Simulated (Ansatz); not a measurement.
A run of Ansatz 0.2.0:

Contents of input.yaml:

```yaml
crystal:
  lattice:
    - [-1.58422, 1.58422, 1.58422]
    - [1.58422, -1.58422, 1.58422]
    - [1.58422, 1.58422, -1.58422]
  atoms:
    - { symbol: Pt, position: [0.0, 0.0, 0.0] }
kpoints:
  mp_grid: { grid: [12, 12, 12] }
scf:
  occupations: { method: fermi_dirac, width: 0.05 }
hamiltonian:
  xc: pbe
  pseudopotentials: { kind: all_electron, lapw: { basis_error: 0.001 } }
output:
  forces: true
  stress: true
  eigenvalues: true
  populations: true
```

Potentials or basis: all-electron LAPW, scalar-relativistic.

Run with:

```console
$ ansatz run input.yaml --threads 1 --pin off --max-ram 3072MiB --backend cpu --events-out ev --progress --plain --runs-dir out
```

Hardware: 1 thread of AMD EPYC 7R43 64-Core Processor (Zen 3), on a shared host.

**Question.** How long does it take, and how much memory?

**Answer.** Run time: 16 s on 1 thread of AMD EPYC 7R43 64-Core Processor (Zen 3), with other jobs on the host, peak memory 0.33 GiB. Counts: scf iterations 8, plane waves 177, k points 72, bands 26.
